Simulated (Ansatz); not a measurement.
**Mg in Ansatz: the effect of functional**

The system is Mg.

```
CELL_PARAMETERS angstrom
3.20930 0.00000 0.00000
-1.60465 2.77934 0.00000
0.00000 0.00000 5.21030
ATOMIC_POSITIONS crystal
Mg 0.66667 0.33333 0.75000
Mg 0.33333 0.66667 0.25000
```

Alike in all runs:

- Program: Ansatz 0.2.0
- Task: band structure
- Potentials or basis: Ansatz PAW
- k mesh: 6 × 6 × 3
- Occupations: fermi-dirac, width 0.05 eV
- Spin: no spin polarisation

```csv
functional,cutoff,pressure (GPa)
LDA,420 eV (not typed: the program's choice for these potentials),?
PBEsol,420 eV (not typed: the program's choice for these potentials),-1.0
RPBE,420 eV (not typed: the program's choice for these potentials),0.8
revPBE,420 eV (not typed: the program's choice for these potentials),0.6
BLYP,420 eV (not typed: the program's choice for these potentials),0.4
r2SCAN,500 eV (not typed: the program's choice for these potentials),-1.0
```

Q: What does the run with functional LDA give?

A: Pressure -2.4 GPa.

Caveats: all runs use coarse meshes; the PAW data sets come from PBE, with cores solved anew for the run's functional, which leaves a small shift of forces and pressure.

Runs at the PBE level aren't shown here.
